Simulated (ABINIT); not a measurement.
# Fe (Im-3m) in ABINIT: single point with PBE

Aim: the single point of Fe with PBE.

All numbers are computed with ABINIT 10.8.3 (patched build); they aren't measurements. Logs are shortened: lines on timing, memory, paths and dates and some standing lists are left out, and cuts for length are marked. The log counts tension as positive stress, the text compression.

## (1) The crystal as given

It takes space group Im-3m (No. 229, cubic). The conventional cell has a = 2.886 Å, b = 2.886 Å, c = 2.886 Å, α = 90.00°, β = 90.00°, γ = 90.00°. Around Fe (site symmetry m-3m) lie 8 Fe at 2.50 Å.

## (2) Single point, PBE, collinear spin, ferromagnetic start

run.abi reads:

```
pp_dirpath "./"
pseudos "Fe.upf"

acell 4.7230856957 4.7230856957 4.7230856957
rprim
    -0.5773502692     0.5773502692     0.5773502692
     0.5773502692    -0.5773502692     0.5773502692
     0.5773502692     0.5773502692    -0.5773502692
ntypat 1
znucl 26
natom 1
typat 1
xcart
     0.0000000000     0.0000000000     0.0000000000

ecut 46.0

kptopt 1
ngkpt 10 10 10
nshiftk 1
shiftk 0.0 0.0 0.0

ixc 11

nband 13
occopt 3
tsmear 0.05 eV

nsppol 2
spinat
     0.0000000000     0.0000000000     3.0000000000

nstep 100
tolvrs 1.0e-10

iomode 3
prtwf 0
prtden 0
prteig 0
prtebands 0
```

Potentials or basis: PseudoDojo NC SR PBE v0.4.1 standard.

Started as:

```bash
$ mpirun --bind-to none -np 4 abinit run.abi > log 2>&1
```

run.abo:

```text
.Version 10.8.3 of ABINIT
 Symmetries : space group Im -3 m (#229); Bravais cI (body-center cubic)
================================================================================
 Values of the parameters that define the memory need of the present run
     intxc =       0    ionmov =       0      iscf =       7    lmnmax =       6
     lnmax =       6     mgfft =      30  mpssoang =       3    mqgrid =    3001
     natom =       1  nloc_mem =       1    nspden =       2   nspinor =       1
    nsppol =       2      nsym =      48    n1xccc =    2501    ntypat =       1
    occopt =       3   xclevel =       2
       mpw =        1220          nfft =       27000          nkpt =          47
================================================================================
================================================================================

--------------------------------------------------------------------------------
------------- Echo of variables that govern the present computation ------------
--------------------------------------------------------------------------------
 -outvars: echo values of preprocessed input variables --------
            acell      4.7230856957E+00  4.7230856957E+00  4.7230856957E+00 Bohr
              amu      5.58470000E+01
             ecut      4.60000000E+01 Hartree
              ixc          11
         kptrlatt       10    0    0      0   10    0      0    0   10
          kptrlen      4.72308570E+01
            natom           1
            nband          13
            ngfft          30      30      30
             nkpt          47
           nspden           2
           nsppol           2
            nstep         100
             nsym          48
           ntypat           1
           occopt           3
           prtden           0
        prtebands           0
           prteig           0
            prtwf           0
            rprim     -5.7735026920E-01  5.7735026920E-01  5.7735026920E-01
                       5.7735026920E-01 -5.7735026920E-01  5.7735026920E-01
                       5.7735026920E-01  5.7735026920E-01 -5.7735026920E-01
          spgroup         229
           spinat      0.0000000000E+00  0.0000000000E+00  3.0000000000E+00
           tolvrs      1.00000000E-10
           tsmear      1.83746611E-03 Hartree
            typat      1
            znucl       26.00000

================================================================================

 chkinp: Checking input parameters for consistency.

================================================================================
== DATASET  1 ==================================================================

--- !DatasetInfo
iteration_state: {dtset: 1, }
dimensions: {natom: 1, nkpt: 47, mband: 13, nsppol: 2, nspinor: 1, nspden: 2, mpw: 1220, }
cutoff_energies: {ecut:  46.0, pawecutdg:  -1.0, }
electrons: {nelect:   1.60000000E+01, charge:   0.00000000E+00, occopt:   3.00000000E+00, tsmear:   1.83746611E-03, }
meta: {optdriver: 0, ionmov: 0, optcell: 0, iscf: 7, paral_kgb: 0, }
...

 Exchange-correlation functional for the present dataset will be:
  GGA: Perdew-Burke-Ernzerhof functional - ixc=11
  J.P.Perdew, K.Burke, M.Ernzerhof, PRL 77, 3865 (1996)

 Real(R)+Recip(G) space primitive vectors, cartesian coordinates (Bohr,Bohr^-1):
 R(1)= -2.7268748  2.7268748  2.7268748  G(1)=  0.0000000  0.1833601  0.1833601
 R(2)=  2.7268748 -2.7268748  2.7268748  G(2)=  0.1833601  0.0000000  0.1833601
 R(3)=  2.7268748  2.7268748 -2.7268748  G(3)=  0.1833601  0.1833601  0.0000000
 Unit cell volume ucvol=  8.1106486E+01 bohr^3
 Angles (23,13,12)=  1.09471221E+02  1.09471221E+02  1.09471221E+02 degrees

 getcut: wavevector=  0.0000  0.0000  0.0000  ngfft=  30  30  30
         ecut(hartree)=     46.000   => boxcut(ratio)=   2.08042

--- Pseudopotential description ------------------------------------------------
- pspini: atom type   1  psp file is ./Fe.upf
12 -101130 2 -1 1426                          pspcod,pspxc,lmax,lloc,mmax
     nproj     2     2     2

   2.40041874E+02                                ecore*ucvol(ha*bohr**3)
--------------------------------------------------------------------------------

================================================================================

--- !BeginCycle
iteration_state: {dtset: 1, }
solver: {iscf: 7, nstep: 100, nline: 4, wfoptalg: 0, }
tolerances: {tolvrs: 1.00E-10, }
...

     iter   Etot(hartree)      deltaE(h)  residm     vres2   difmagsph maxmagsph
 ETOT  1  -125.26990494031    -1.253E+02 3.491E-01 2.854E+01 2.350E+00 2.350E+00
 ETOT  2  -125.33461174163    -6.471E-02 1.953E-02 2.811E+01 7.935E-03 2.358E+00
 ETOT  3  -125.33718867051    -2.577E-03 3.449E-03 1.173E+01 8.294E-02 2.275E+00
 ETOT  4  -125.33900843088    -1.820E-03 1.782E-03 9.525E-02 3.355E-02 2.308E+00
 ETOT  5  -125.33904249871    -3.407E-05 8.598E-04 2.128E-02 1.997E-02 2.328E+00
 ETOT  6  -125.33906135803    -1.886E-05 2.088E-04 1.297E-02 2.102E-02 2.349E+00
 ETOT  7  -125.33907861867    -1.726E-05 2.565E-04 1.747E-03 3.289E-02 2.382E+00
 ETOT  8  -125.33908091796    -2.299E-06 4.497E-05 9.555E-05 1.936E-02 2.402E+00
 ETOT  9  -125.33908097770    -5.974E-08 7.417E-05 1.636E-06 2.783E-03 2.399E+00
 ETOT 10  -125.33908097851    -8.128E-10 1.202E-05 1.443E-08 3.219E-04 2.399E+00
 ETOT 11  -125.33908097853    -1.539E-11 2.157E-05 3.522E-11 3.973E-05 2.399E+00

 At SCF step   11       vres2   =  3.52E-11 < tolvrs=  1.00E-10 =>converged.

 Cartesian components of stress tensor (hartree/bohr^3)
  sigma(1 1)=  2.71153011E-04  sigma(3 2)=  0.00000000E+00
  sigma(2 2)=  2.71153011E-04  sigma(3 1)=  0.00000000E+00
  sigma(3 3)=  2.71153011E-04  sigma(2 1)=  0.00000000E+00

--- !ResultsGS
iteration_state: {dtset: 1, }
comment   : Summary of ground state results
lattice_vectors:
- [ -2.7268748,   2.7268748,   2.7268748, ]
- [  2.7268748,  -2.7268748,   2.7268748, ]
- [  2.7268748,   2.7268748,  -2.7268748, ]
lattice_lengths: [   4.72309,    4.72309,    4.72309, ]
lattice_angles: [109.471, 109.471, 109.471, ] # degrees, (23, 13, 12)
lattice_volume:   8.1106486E+01
convergence: {deltae: -1.539E-11, res2:  3.522E-11, residm:  2.157E-05, diffor: null, }
etotal    :  -1.25339081E+02
entropy   :   0.00000000E+00
fermie    :   4.49488601E-01
cartesian_stress_tensor: # hartree/bohr^3
- [  2.71153011E-04,   0.00000000E+00,   0.00000000E+00, ]
- [  0.00000000E+00,   2.71153011E-04,   0.00000000E+00, ]
- [  0.00000000E+00,   0.00000000E+00,   2.71153011E-04, ]
pressure_GPa:  -7.9776E+00
xred      :
- [  0.0000E+00,   0.0000E+00,   0.0000E+00, Fe]
cartesian_forces: # hartree/bohr
- [ -0.00000000E+00,  -0.00000000E+00,  -0.00000000E+00, ]
force_length_stats: {min:   0.00000000E+00, max:   0.00000000E+00, mean:   0.00000000E+00, }
...

 Integrated electronic and magnetization densities in atomic spheres:
 ------------------------------------------------------------------------------------------------------------
 Radius=ratsph(iatom), smearing ratsm=  0.0000. Diff(up-dn)=approximate z local magnetic moment.
    Atom    Radius    up_density   dn_density  Total(up+dn)  Diff(up-dn)
    1 Fe   2.00000     8.229382     5.830313     14.059695     2.399069
 ------------------------------------------------------------------------------------------------------------
  Sum:                 8.229382     5.830313     14.059695     2.399069
 Total magnetization (from the atomic spheres):                2.399069
 Total magnetization (exact up - dn):                          2.321296

================================================================================

 ----iterations are completed or convergence reached----

 Mean square residual over all n,k,spin=   29.767E-09; max=  21.573E-06
 reduced coordinates (array xred) for    1 atoms
       0.000000000000      0.000000000000      0.000000000000
 rms dE/dt=  0.0000E+00; max dE/dt=  0.0000E+00; dE/dt below (all hartree)
    1       0.000000000000      0.000000000000      0.000000000000

 cartesian coordinates (angstrom) at end:
    1      0.00000000000000     0.00000000000000     0.00000000000000

 cartesian forces (hartree/bohr) at end:
    1     -0.00000000000000    -0.00000000000000    -0.00000000000000
 frms,max,avg= 0.0000000E+00 0.0000000E+00   0.000E+00  0.000E+00  0.000E+00 h/b

 cartesian forces (eV/Angstrom) at end:
    1     -0.00000000000000    -0.00000000000000    -0.00000000000000
 frms,max,avg= 0.0000000E+00 0.0000000E+00   0.000E+00  0.000E+00  0.000E+00 e/A
 length scales=  4.723085695700  4.723085695700  4.723085695700 bohr
              =  2.499349313611  2.499349313611  2.499349313611 angstroms
 Fermi (or HOMO) energy (hartree) =   0.44949   Average Vxc (hartree)=  -0.49527
 Magnetization (Bohr magneton)=  2.32129606E+00
 Total spin up =  9.16064803E+00   Total spin down =  6.83935197E+00
 Eigenvalues (hartree) for nkpt=  47  k points, SPIN UP:
 kpt#   1, nband= 13, wtk=  0.00100, kpt=  0.0000  0.0000  0.0000 (reduced coord)
  -2.78276   -1.53043   -1.53043   -1.53043    0.15265    0.36634    0.36634    0.36634
   0.40732    0.40732    1.33202    1.33202    1.33202
      occupation numbers for kpt#   1
   1.00000    1.00000    1.00000    1.00000    1.00000    1.00000    1.00000    1.00000
   1.00000    1.00000    0.00000    0.00000    0.00000
 prteigrs : prtvol=0 or 1, do not print more k-points.

 Eigenvalues (hartree) for nkpt=  47  k points, SPIN DOWN:
 kpt#   1, nband= 13, wtk=  0.00100, kpt=  0.0000  0.0000  0.0000 (reduced coord)
  -2.68505   -1.42765   -1.42765   -1.42765    0.15337    0.44941    0.44941    0.44941
   0.52106    0.52106    1.31918    1.31918    1.31918
      occupation numbers for kpt#   1
   1.00000    1.00000    1.00000    1.00000    1.00000    0.51027    0.51027    0.51027
   0.00000    0.00000    0.00000    0.00000    0.00000
 prteigrs : prtvol=0 or 1, do not print more k-points.

--- !EnergyTerms
iteration_state     : {dtset: 1, }
comment             : Components of total free energy in Hartree
kinetic             :  5.74573838926353E+01
hartree             :  3.15508684630682E+01
xc                  : -1.77733123788060E+01
Ewald energy        : -8.54131406952493E+01
psp_core            :  2.95958912140412E+00
local_psp           : -1.07241467571650E+02
non_local_psp       : -6.87867291635993E+00
internal            : -1.25338752084958E+02
'-kT*entropy'       : -3.28893572301347E-04
total_energy        : -1.25339080978530E+02
total_energy_eV     : -3.41065014422307E+03
band_energy         : -1.13962939300869E+01
...

 Cartesian components of stress tensor (hartree/bohr^3)
  sigma(1 1)=  2.71153011E-04  sigma(3 2)=  0.00000000E+00
  sigma(2 2)=  2.71153011E-04  sigma(3 1)=  0.00000000E+00
  sigma(3 3)=  2.71153011E-04  sigma(2 1)=  0.00000000E+00

-Cartesian components of stress tensor (GPa)         [Pressure= -7.9776E+00 GPa]
- sigma(1 1)=  7.97759700E+00  sigma(3 2)=  0.00000000E+00
- sigma(2 2)=  7.97759700E+00  sigma(3 1)=  0.00000000E+00
- sigma(3 3)=  7.97759700E+00  sigma(2 1)=  0.00000000E+00

== END DATASET(S) ==============================================================
================================================================================

 -outvars: echo values of variables after computation  --------
            acell      4.7230856957E+00  4.7230856957E+00  4.7230856957E+00 Bohr
           etotal     -1.2533908098E+02
            fcart     -0.0000000000E+00 -0.0000000000E+00 -0.0000000000E+00
            rprim     -5.7735026920E-01  5.7735026920E-01  5.7735026920E-01
                       5.7735026920E-01 -5.7735026920E-01  5.7735026920E-01
                       5.7735026920E-01  5.7735026920E-01 -5.7735026920E-01
           strten      2.7115301083E-04  2.7115301083E-04  2.7115301083E-04
                       0.0000000000E+00  0.0000000000E+00  0.0000000000E+00
 Calculation completed.
```

Wall time 17 s (4 MPI ranks of AMD EPYC 7R43 (Zen 3), shared host); peak memory 0.24 GiB.

Results:

- Free energy: -3410.6501 eV
- Pressure: -8.0 GPa
- Band gap on the k mesh: none (metal or under the smearing width)
- Net moment: 2.32 μB per cell
- Site moments: Fe +2.40 μB
- Valence electrons inside the program's atomic spheres: Fe 14.06 (radii [1.0584] Å)
